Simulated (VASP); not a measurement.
Here is a VASP 6.6.1 calculation.

INCAR

```
ALGO = Normal
EDIFF = 1E-7
EDIFFG = -0.01
ENCUT = 600
GGA = PE
IBRION = 2
ISIF = 3
ISMEAR = -1
LASPH = True
LCHARG = False
LREAL = False
LWAVE = False
NELM = 80
NSW = 60
PREC = Accurate
SIGMA = 0.05
```

Contents of KPOINTS:

```
k-points
0
Gamma
  3 3 3
```

Contents of POSCAR:

```
Cs2AgBiBr6
1.0
    0.0000000000      5.6161000000      5.6161000000
    5.6161000000      0.0000000000      5.6161000000
    5.6161000000      5.6161000000      0.0000000000
Bi Cs Ag Br
1 2 1 6
Direct
    0.0000000000      0.0000000000      0.0000000000
    0.7500000000      0.7500000000      0.7500000000
    0.2500000000      0.2500000000      0.2500000000
    0.5000000000      0.5000000000      0.5000000000
    0.7494500000      0.7494500000      0.2505500000
    0.2505500000      0.2505500000      0.7494500000
    0.7494500000      0.2505500000      0.2505500000
    0.7494500000      0.2505500000      0.7494500000
    0.2505500000      0.7494500000      0.7494500000
    0.2505500000      0.7494500000      0.2505500000
```

Potentials or basis: VASP PAW PBE potentials, release 64 (Bi_d_GW, Cs_sv_GW, Ag_sv_GW, Br_GW).

Launch:

```bash
$ cat potpaw_PBE.64/Bi_d_GW/POTCAR potpaw_PBE.64/Cs_sv_GW/POTCAR potpaw_PBE.64/Ag_sv_GW/POTCAR potpaw_PBE.64/Br_GW/POTCAR > POTCAR
$ mpirun -np 1 vasp_std > vasp.out
```

(1) Predict the relaxed volume.

(2) What does it give for the space group after relaxing (to 0.05 Å)?

(3) Predict the band gap on the k mesh.

(4) Predict the relaxed cell.

## Answers

(1) 37.63 Å³/atom.

(2) Fm-3m (No. 225).

(3) 1.89 eV, indirect (least direct gap 2.47 eV).

(4) a = 8.104 Å, b = 8.104 Å, c = 8.104 Å, α = 60.00°, β = 60.00°, γ = 60.00°.

Caveat: spin-orbit coupling is left out, which as a rule narrows the gap of such compounds by several tenths of an eV; an odd mesh through Γ misses points on the zone boundary, where band edges often lie.
